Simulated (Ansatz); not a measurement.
# SiNi2: rigid cleavage

The task, for SiNi2: open the crystal across a (0 0 1) plane.

Method: DFT r2SCAN, scalar-relativistic, plane waves, PAW, in Ansatz 0.2.0.

2 further runs of the same task are left out: 2 set aside as unsound or not needed.

### Step 1. The system as given

The structure is hexagonal, space group P6_3/mmc (No. 194). Conventional cell: a = 3.870 Å, b = 3.870 Å, c = 4.927 Å, α = 90.00°, β = 90.00°, γ = 120.00°. Around Si (site symmetry -6m2) lie 11 Ni at 2.23 to 2.55 Å. Ni (site symmetry -3m) has 8 Ni at 2.46 to 2.55 Å and 6 Si at 2.55 Å as nearest neighbours. Ni (site symmetry -6m2) has 5 Si at 2.23 to 2.46 Å and 6 Ni at 2.55 Å as nearest neighbours.

As a file:

```cif
data_structure
_symmetry_space_group_name_H-M 'P 1'
_symmetry_Int_Tables_number 1
_cell_length_a 3.8695
_cell_length_b 3.8695
_cell_length_c 9.8536
_cell_angle_alpha 90.000
_cell_angle_beta 90.000
_cell_angle_gamma 60.000
_cell_volume 127.78
loop_
_atom_site_label
_atom_site_type_symbol
_atom_site_fract_x
_atom_site_fract_y
_atom_site_fract_z
_atom_site_occupancy
Si1 Si 0.66667 0.66667 0.37500 1
Si2 Si 0.66667 0.66667 0.87500 1
Si3 Si 0.33333 0.33333 0.12500 1
Si4 Si 0.33333 0.33333 0.62500 1
Ni1 Ni 0.00000 0.00000 0.50000 1
Ni2 Ni 0.00000 0.00000 0.00000 1
Ni3 Ni 0.00000 0.00000 0.25000 1
Ni4 Ni 0.00000 0.00000 0.75000 1
Ni5 Ni 0.66667 0.66667 0.12500 1
Ni6 Ni 0.66667 0.66667 0.62500 1
Ni7 Ni 0.33333 0.33333 0.37500 1
Ni8 Ni 0.33333 0.33333 0.87500 1
```

It is built from the cell relaxed beforehand with the same method (10.65 Å³/atom).

### Step 2. Zero of the scan

input.yaml reads:

```yaml
crystal:
  lattice:
    - [-1.9347727517, -3.351124707, 0.0]
    - [1.9347727517, -3.351124707, 0.0]
    - [0.0, 0.0, 9.8536223411]
  atoms:
    - { symbol: Si, position: [0.6666666667, 0.6666666667, 0.375] }
    - { symbol: Si, position: [0.6666666667, 0.6666666667, 0.875] }
    - { symbol: Si, position: [0.3333333333, 0.3333333333, 0.125] }
    - { symbol: Si, position: [0.3333333333, 0.3333333333, 0.625] }
    - { symbol: Ni, position: [0.0, 0.0, 0.5] }
    - { symbol: Ni, position: [0.0, 0.0, 0.0] }
    - { symbol: Ni, position: [0.0, 0.0, 0.25] }
    - { symbol: Ni, position: [0.0, 0.0, 0.75] }
    - { symbol: Ni, position: [0.6666666667, 0.6666666667, 0.125] }
    - { symbol: Ni, position: [0.6666666667, 0.6666666667, 0.625] }
    - { symbol: Ni, position: [0.3333333333, 0.3333333333, 0.375] }
    - { symbol: Ni, position: [0.3333333333, 0.3333333333, 0.875] }
basis:
  ecutwfc: 500
kpoints:
  mp_grid: { grid: [14, 14, 5] }
hamiltonian:
  xc: r2scan
scf:
  occupations: { method: gaussian, width: 0.15 }
output:
  forces: true
  stress: true
  eigenvalues: true
  write_density: true
  write_potential: true
  elf: true
  volumetric_format: npy
```

Started as:

```bash
> ansatz run input.yaml --threads 2 --pin off --max-ram 5120MiB --backend cpu --events-out ev --progress --plain --runs-dir out
```

What it wrote (excerpt; [...] marks lines left out):

```text
Warning: RAYON_NUM_THREADS=2 ignored (pool sized by the plan → 2); use --threads N
[...]
Pseudopotentials: kind: paw
Pseudopotential: Si, paw, valence charge 4, recommended cutoff 500 eV (meta_gga), Si.paw.azcp
Pseudopotential: Ni, paw, valence charge 18, recommended cutoff 500 eV (meta_gga), Ni.paw.azcp
Functional definition: r2SCAN
[...]
Crystal: 12 atoms, lattice volume = 127.775 Å³
Basis set: ecut = 500 eV, 3197 PW (Γ), exchange–correlation on 120×120×288 points (64 copies of the dense FFT grid, shifted against one another)
Bands: 96, of which v1, the nominal top of the filled ones, is band 80 counted from 1 (79 counted from 0)
Symmetry: 48 space group operations
Space group: P63/mmc (ITA 194), of the structure as read, at distance tolerance 5.0e-5 Å
k-points: 72 of 980
[...]
SCF iter   1: F=—  HF=-49323.959862 eV  |F-HF|=—  |Δ(HF+E_count)|=         —  Δρ=3.07e-2  dr2=9.71e-1  dr2_τ=4.23e-1  ethr=1.77e-3  ⟨swp⟩=5.0  Hψ=25000  notcnv=0  defer=28
[...]
SCF iter  12: F=-49324.375795 eV  HF=-49324.375795 eV  |F-HF|=3.26e-8  |Δ(HF+E_count)|=   2.97e-8  Δρ=5.82e-6  dr2=3.44e-8  dr2_τ=2.85e-10  ethr=6.25e-11  ⟨swp⟩=12.7  Hψ=55501  notcnv=0
[...]
SCF converged after 12 iterations
Free energy (F): -49324.375795 eV
[...]
E sigma→0 (E₀):  -49324.337901 eV
Entropy (-TS):   -0.075788 eV (-6.316 meV/atom)
Fermi energy:    17.558192 eV
[...]
--- Forces (eV/Å), atoms counted from 1 ---
  atom   1  Si    -0.00000000     0.00000000     0.00000000
  atom   2  Si     0.00000000     0.00000000     0.00000000
  atom   3  Si    -0.00000000    -0.00000000     0.00000000
  atom   4  Si     0.00000000    -0.00000000     0.00000000
  atom   5  Ni     0.00000000    -0.00000000    -0.00000000
  atom   6  Ni     0.00000000    -0.00000000     0.00000000
  atom   7  Ni     0.00000000     0.00000000     0.00000000
  atom   8  Ni    -0.00000000    -0.00000000     0.00000000
[...]
--- Stress (GPa, compression-positive) ---
        0.040959      -0.000000       0.000000
       -0.000000       0.040959       0.000000
        0.000000       0.000000       0.037940
  P = ⅓ Tr σ = 0.0400 GPa (0.400 kbar)
--- Band table (eV; the first three rows and the last of 72) ---
[...]
```

Run time: 85 s. Hardware: 2 threads of Oxide Virtual Turin-like (Zen 5), shared host; peak memory 1.2 GiB.

Density in a lattice plane of the grid's cell (edges 3.87 and 9.85 Å, at 0.333 of the third edge), which holds Si and Ni.

Ten even steps from '0' (0.10 e/Å³) to '9' (28.77 e/Å³):
```
0000000000
0019600000
0019600000
0000000000
0000000000
0000000000
0000000000
0000000000
0000000000
0000000000
0000000000
0019600000
0019600000
0000000000
0000000000
0000000000
0000000000
0000000000
0000000000
0000000000
```
Columns run along the first of these edges and rows up along the second, over one cell in 10 and 20 even steps from the bottom left corner. Atoms in the plane (fractional): Si at (0.33, 0.12), Si at (0.33, 0.62), Ni at (0.33, 0.38), Ni at (0.33, 0.88).

ELF in the same plane.

Ten even steps from '0' (0.17) to '9' (0.65):
```
3101002333
5027611787
5027611777
3101002333
1244432100
3786785211
5931079301
5931079301
3776685211
1245432000
3101002333
5027611787
5027611777
3101002333
1244432100
3786785211
5931079301
5931079301
3776685211
1245432000
```
Columns run along the first of these edges and rows up along the second, over one cell in 10 and 20 even steps from the bottom left corner. Atoms in the plane (fractional): Si at (0.33, 0.12), Si at (0.33, 0.62), Ni at (0.33, 0.38), Ni at (0.33, 0.88).

Both are smooth fields of the valence electrons: close to the nuclei they are not physical.

Outside the cores ELF peaks at 0.68 on the Si–Ni line, 1.0 Å from Si; 0.68 beside Si, off the lines to its neighbours, 0.9 Å from Si; 0.60 in the shell around Si, 0.9 Å from Si.

The cell is repeated 2 times, 12 atoms in all. The reference gives a free energy of -49324.3758 eV, pressure 0.04 GPa, largest force 0.000 eV/Å and gap on the mesh none (metal).

### Step 3. The scan: rigid cleavage

The cut lies on the cell's a–b face, a (0 0 1) plane of area 12.97 Å², between layers 1.23 Å apart (Ni below, Ni, Si above); the cell is 9.9 Å thick. Vector c is lengthened by d along the normal with the atoms' Cartesian places fixed: one unrelaxed cut per cell.

### Step 4. Point d = 1.00 Å

input.yaml reads:

```yaml
crystal:
  lattice:
    - [-1.9347727517, -3.351124707, 0.0]
    - [1.9347727517, -3.351124707, 0.0]
    - [0.0, 0.0, 10.8536223411]
  atoms:
    - { symbol: Si, position: [0.6666666667, 0.6666666667, 0.2837077692] }
    - { symbol: Si, position: [0.6666666667, 0.6666666667, 0.7376401998] }
    - { symbol: Si, position: [0.3333333333, 0.3333333333, 0.0567415538] }
    - { symbol: Si, position: [0.3333333333, 0.3333333333, 0.5106739845] }
    - { symbol: Ni, position: [0.0, 0.0, 0.3971908768] }
    - { symbol: Ni, position: [0.0, 0.0, 0.8511233075] }
    - { symbol: Ni, position: [0.0, 0.0, 0.1702246615] }
    - { symbol: Ni, position: [0.0, 0.0, 0.6241570921] }
    - { symbol: Ni, position: [0.6666666667, 0.6666666667, 0.0567415538] }
    - { symbol: Ni, position: [0.6666666667, 0.6666666667, 0.5106739845] }
    - { symbol: Ni, position: [0.3333333333, 0.3333333333, 0.2837077692] }
    - { symbol: Ni, position: [0.3333333333, 0.3333333333, 0.7376401998] }
basis:
  ecutwfc: 500
kpoints:
  mp_grid: { grid: [14, 14, 5] }
hamiltonian:
  xc: r2scan
scf:
  occupations: { method: gaussian, width: 0.15 }
output:
  forces: true
  stress: true
  eigenvalues: true
```

Started as:

```bash
> ansatz run input.yaml --threads 2 --pin off --max-ram 5120MiB --backend cpu --events-out ev --progress --plain --runs-dir out
```

What it wrote (excerpt; [...] marks lines left out):

```text
Warning: RAYON_NUM_THREADS=2 ignored (pool sized by the plan → 2); use --threads N
[...]
[... 4 set-up lines as earlier in the session ...]
[...]
Crystal: 12 atoms, lattice volume = 140.742 Å³
Basis set: ecut = 500 eV, 3513 PW (Γ), exchange–correlation on 120×120×320 points (64 copies of the dense FFT grid, shifted against one another)
Bands: 96, of which v1, the nominal top of the filled ones, is band 80 counted from 1 (79 counted from 0)
Symmetry: 6 space group operations
Space group: P3m1 (ITA 156), of the structure as read, at distance tolerance 5.2e-5 Å
k-points: 104 of 980 (time reversal used)
[...]
SCF converged after 21 iterations
Free energy (F): -49322.558418 eV
[...]
E sigma→0 (E₀):  -49322.520471 eV
Entropy (-TS):   -0.075894 eV (-6.325 meV/atom)
Fermi energy:    15.495997 eV
[...]
--- Forces (eV/Å), atoms counted from 1 ---
  atom   1  Si    -0.00000000     0.00000000    -0.32154476
  atom   2  Si     0.00000000     0.00000000     0.74775027
  atom   3  Si    -0.00000000    -0.00000000    -0.32305029
  atom   4  Si     0.00000000     0.00000000     0.19627945
  atom   5  Ni     0.00000000     0.00000000     0.16475458
  atom   6  Ni     0.00000000    -0.00000000     0.84227802
  atom   7  Ni    -0.00000000     0.00000000    -0.89613133
  atom   8  Ni     0.00000000     0.00000000     0.19132955
[...]
--- Stress (GPa, compression-positive) ---
       -4.456183       0.000000      -0.000000
        0.000000      -4.456183       0.000000
       -0.000000       0.000000      -8.302822
  P = ⅓ Tr σ = -5.7384 GPa (-57.384 kbar)
--- Band table (eV; the first three rows and the last of 104) ---
[...]
```

It took 2.9 min on 2 threads of Oxide Virtual Turin-like (Zen 5), shared host; peak memory 1.6 GiB.

### Step 5. At d = 3.00 Å

input.yaml reads:

```yaml
crystal:
  lattice:
    - [-1.9347727517, -3.351124707, 0.0]
    - [1.9347727517, -3.351124707, 0.0]
    - [0.0, 0.0, 12.8536223411]
  atoms:
    - { symbol: Si, position: [0.6666666667, 0.6666666667, 0.239563362] }
    - { symbol: Si, position: [0.6666666667, 0.6666666667, 0.6228647411] }
    - { symbol: Si, position: [0.3333333333, 0.3333333333, 0.0479126724] }
    - { symbol: Si, position: [0.3333333333, 0.3333333333, 0.4312140516] }
    - { symbol: Ni, position: [0.0, 0.0, 0.3353887068] }
    - { symbol: Ni, position: [0.0, 0.0, 0.7186900859] }
    - { symbol: Ni, position: [0.0, 0.0, 0.1437380172] }
    - { symbol: Ni, position: [0.0, 0.0, 0.5270393963] }
    - { symbol: Ni, position: [0.6666666667, 0.6666666667, 0.0479126724] }
    - { symbol: Ni, position: [0.6666666667, 0.6666666667, 0.4312140516] }
    - { symbol: Ni, position: [0.3333333333, 0.3333333333, 0.239563362] }
    - { symbol: Ni, position: [0.3333333333, 0.3333333333, 0.6228647411] }
basis:
  ecutwfc: 500
kpoints:
  mp_grid: { grid: [14, 14, 5] }
hamiltonian:
  xc: r2scan
scf:
  occupations: { method: gaussian, width: 0.15 }
output:
  forces: true
  stress: true
  eigenvalues: true
```

Started as:

```bash
> ansatz run input.yaml --threads 2 --pin off --max-ram 5120MiB --backend cpu --events-out ev --progress --plain --runs-dir out
```

What it wrote (excerpt; [...] marks lines left out):

```text
Warning: RAYON_NUM_THREADS=2 ignored (pool sized by the plan → 2); use --threads N
[...]
[... 4 set-up lines as earlier in the session ...]
[...]
Crystal: 12 atoms, lattice volume = 166.677 Å³
Basis set: ecut = 500 eV, 4217 PW (Γ), exchange–correlation on 120×120×384 points (64 copies of the dense FFT grid, shifted against one another)
Bands: 96, of which v1, the nominal top of the filled ones, is band 80 counted from 1 (79 counted from 0)
[... 1 set-up line as earlier in the session ...]
Space group: P3m1 (ITA 156), of the structure as read, at distance tolerance 5.5e-5 Å
k-points: 104 of 980 (time reversal used)
[...]
SCF converged after 12 iterations
Free energy (F): -49320.875464 eV
[...]
E sigma→0 (E₀):  -49320.832488 eV
Entropy (-TS):   -0.085951 eV (-7.163 meV/atom)
Fermi energy:    12.403012 eV
[...]
--- Forces (eV/Å), atoms counted from 1 ---
  atom   1  Si    -0.00000000     0.00000000    -0.26088794
  atom   2  Si     0.00000000     0.00000000     1.07776801
  atom   3  Si     0.00000000    -0.00000000     0.58368226
  atom   4  Si     0.00000000    -0.00000000     0.19924660
  atom   5  Ni     0.00000000    -0.00000000     0.04313448
  atom   6  Ni    -0.00000000     0.00000000    -1.08442001
  atom   7  Ni    -0.00000000     0.00000000    -1.16128685
  atom   8  Ni     0.00000000     0.00000000     0.25426147
[...]
--- Stress (GPa, compression-positive) ---
       -3.539881       0.000000      -0.000000
        0.000000      -3.539881      -0.000000
       -0.000000       0.000000      -4.730801
  P = ⅓ Tr σ = -3.9369 GPa (-39.369 kbar)
--- Band table (eV; the first three rows and the last of 104) ---
[...]
```

Wall time 3.6 min (2 threads of Oxide Virtual Turin-like (Zen 5), shared host); peak memory 1.8 GiB.

### Step 6. At d = 0.50 Å

input.yaml reads:

```yaml
crystal:
  lattice:
    - [-1.9347727517, -3.351124707, 0.0]
    - [1.9347727517, -3.351124707, 0.0]
    - [0.0, 0.0, 10.3536223411]
  atoms:
    - { symbol: Si, position: [0.6666666667, 0.6666666667, 0.2974086634] }
    - { symbol: Si, position: [0.6666666667, 0.6666666667, 0.7732625248] }
    - { symbol: Si, position: [0.3333333333, 0.3333333333, 0.0594817327] }
    - { symbol: Si, position: [0.3333333333, 0.3333333333, 0.5353355941] }
    - { symbol: Ni, position: [0.0, 0.0, 0.4163721287] }
    - { symbol: Ni, position: [0.0, 0.0, 0.8922259901] }
    - { symbol: Ni, position: [0.0, 0.0, 0.178445198] }
    - { symbol: Ni, position: [0.0, 0.0, 0.6542990594] }
    - { symbol: Ni, position: [0.6666666667, 0.6666666667, 0.0594817327] }
    - { symbol: Ni, position: [0.6666666667, 0.6666666667, 0.5353355941] }
    - { symbol: Ni, position: [0.3333333333, 0.3333333333, 0.2974086634] }
    - { symbol: Ni, position: [0.3333333333, 0.3333333333, 0.7732625248] }
basis:
  ecutwfc: 500
kpoints:
  mp_grid: { grid: [14, 14, 5] }
hamiltonian:
  xc: r2scan
scf:
  occupations: { method: gaussian, width: 0.15 }
output:
  forces: true
  stress: true
  eigenvalues: true
```

Started as:

```bash
> ansatz run input.yaml --threads 2 --pin off --max-ram 5120MiB --backend cpu --events-out ev --progress --plain --runs-dir out
```

What it wrote (excerpt; [...] marks lines left out):

```text
Warning: RAYON_NUM_THREADS=2 ignored (pool sized by the plan → 2); use --threads N
[...]
[... 4 set-up lines as earlier in the session ...]
[...]
Crystal: 12 atoms, lattice volume = 134.259 Å³
Basis set: ecut = 500 eV, 3391 PW (Γ), exchange–correlation on 120×120×320 points (64 copies of the dense FFT grid, shifted against one another)
Bands: 96, of which v1, the nominal top of the filled ones, is band 80 counted from 1 (79 counted from 0)
[... 1 set-up line as earlier in the session ...]
Space group: P3m1 (ITA 156), of the structure as read, at distance tolerance 5.1e-5 Å
k-points: 104 of 980 (time reversal used)
[...]
SCF converged after 19 iterations
Free energy (F): -49323.592274 eV
[...]
E sigma→0 (E₀):  -49323.553733 eV
Entropy (-TS):   -0.077081 eV (-6.423 meV/atom)
Fermi energy:    16.478324 eV
[...]
--- Forces (eV/Å), atoms counted from 1 ---
  atom   1  Si     0.00000000     0.00000000    -0.25683162
  atom   2  Si     0.00000000     0.00000000     0.60227381
  atom   3  Si    -0.00000000    -0.00000000    -0.53423028
  atom   4  Si     0.00000000     0.00000000     0.15559583
  atom   5  Ni     0.00000000     0.00000000     0.08449122
  atom   6  Ni     0.00000000    -0.00000000     1.28117325
  atom   7  Ni    -0.00000000    -0.00000000    -0.83325583
  atom   8  Ni     0.00000000    -0.00000000     0.12995017
[...]
--- Stress (GPa, compression-positive) ---
       -3.565519      -0.000000      -0.000000
        0.000000      -3.565519      -0.000000
       -0.000000       0.000000      -8.218579
  P = ⅓ Tr σ = -5.1165 GPa (-51.165 kbar)
--- Band table (eV; the first three rows and the last of 104) ---
[...]
```

Wall time 3.5 min (2 threads of Oxide Virtual Turin-like (Zen 5), shared host); peak memory 1.6 GiB.

### Step 7. The scan collected

The scan, with free energies counted from the undisturbed cell:

| d (Å) | energy (J/m²) | traction (GPa) |
| --- | --- | --- |
| 0.00 | 0.00 | 0.0 |
| 0.50 | 0.97 | 27.3 |
| 1.00 | 2.25 | 22.5 |
| 3.00 | 4.32 | 2.7 |

### Step 8. Outcome

| quantity | value |
| --- | --- |
| energy at d = 3.00 Å | 4.32 J/m² |
| largest traction sampled | 27.3 GPa at d = 0.50 Å |

What this shows: At the widest gap sampled, 3.00 Å, the traction is still 2.7 GPa, so 4.32 J/m² is not yet the full work of separation. The traction peaks at 27.3 GPa near 0.50 Å, an estimate of the ideal strength of rigid blocks on this coarse sampling. Spin polarisation is off in the runs that give these values; a magnetic solution could lie lower.
